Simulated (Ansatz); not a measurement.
# CuO: equation of state with RPBE

The system is CuO.

```
Cu O
1.0
     3.42205    0.00000    0.00000
     0.00000    3.42205    0.00000
     0.00000    0.00000    4.26046
Cu O
2 2
Direct
  0.00000 0.50000 0.00000
  0.50000 0.00000 0.50000
  0.00000 0.00000 0.25000
  0.00000 0.00000 0.75000
```

Measurements of this composition are mostly on another form, of space group No. 15.

```
Program             : Ansatz 0.2.0
Task                : equation of state
Functional          : RPBE
Potentials or basis : Ansatz PAW
Cutoff              : 420 eV
Density cutoff      : 1680 eV
k mesh              : 8 × 8 × 6
Occupations         : fermi-dirac, width 0.05 eV
Spin                : no spin polarisation
```

```
Equilibrium volume                        : 12.64 Å³/atom
Bulk modulus at fixed shape and positions : 111 GPa
Pressure derivative of the bulk modulus   : 4.7
```

Energy against volume, from the lowest point:
| volume (Å³/atom) | energy (meV/atom) |
| --- | --- |
| 11.725 | 26.53 |
| 11.974 | 13.44 |
| 12.224 | 4.96 |
| 12.473 | 0.63 |
| 12.722 | 0.00 |
| 12.972 | 2.59 |
| 13.221 | 8.20 |

All runs of the series together: 20 s on 2 threads of Arm Neoverse V1, on a shared host.

Caveat: the potentials were made for another functional, which shifts forces and pressure; the cell was scaled at fixed shape and fractional positions, which overstates the stiffness of a crystal with free parameters, most of all of layers and chains; the run has no spin polarisation, though such a crystal can be magnetic.
